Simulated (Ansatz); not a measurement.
# Redistribution: C3H5Br + C2H5I → C4H8 + CH2BrI

Species: C3H5Br (allyl bromide) `C=CCBr`, singlet; C2H5I (iodoethane) `CCI`, singlet; C4H8 (1-butene) `C=CCC`, singlet; CH2BrI (bromoiodomethane) `BrCI`, singlet. The partners trade Br for CH3; both sit on C, so the bond types are kept.

Shapes, held fixed at every level: PBE0-D4/def2-TZVP. Flexible molecules stand in one conformer, not always the lowest. Programs: Ansatz 0.2.0. The zero-point and thermal change to 298 K, harmonic and unscaled (PBE0-D4/def2-TZVP), is -1.0 kJ/mol.

```json
{"level": "HF/def2-TZVPP", "kind": "Hartree–Fock", "ΔH(298 K) (kJ/mol)": "+29.2", "less CCSD(T)/def2-TZVPP": "+4.6"}
{"level": "B3LYP-D4/def2-TZVPP", "kind": "global hybrid", "ΔH(298 K) (kJ/mol)": "+24.7", "less CCSD(T)/def2-TZVPP": "+0.1"}
{"level": "BHLYP-D4/def2-TZVPP", "kind": "global hybrid", "ΔH(298 K) (kJ/mol)": "+25.5", "less CCSD(T)/def2-TZVPP": "+0.9"}
{"level": "wB97X-V/def2-TZVPP", "kind": "range-separated hybrid", "ΔH(298 K) (kJ/mol)": "+22.7", "less CCSD(T)/def2-TZVPP": "-1.9"}
{"level": "CCSD(T)/def2-SVP", "kind": "coupled cluster or CI", "ΔH(298 K) (kJ/mol)": "+24.3", "less CCSD(T)/def2-TZVPP": "-0.3"}
{"level": "CCSD/def2-SVP", "kind": "coupled cluster or CI", "ΔH(298 K) (kJ/mol)": "+24.4", "less CCSD(T)/def2-TZVPP": "-0.2"}
{"level": "CCSD(T)/def2-TZVPP", "kind": "coupled cluster or CI", "ΔH(298 K) (kJ/mol)": "+24.6", "less CCSD(T)/def2-TZVPP": "0.0"}
```

The highest level, CCSD(T)/def2-TZVPP, gives ΔH(298 K) = +24.6 kJ/mol; the levels span +22.7 to +29.2. The column of differences is taken from that level and isn't an error. No measured value is set beside it here. For atoms past krypton def2 sets carry core potentials with scalar relativity. Relativity is left out for Br. Outer-core shells of Br, I are correlated in most correlated rows, in sets that cover them unevenly.
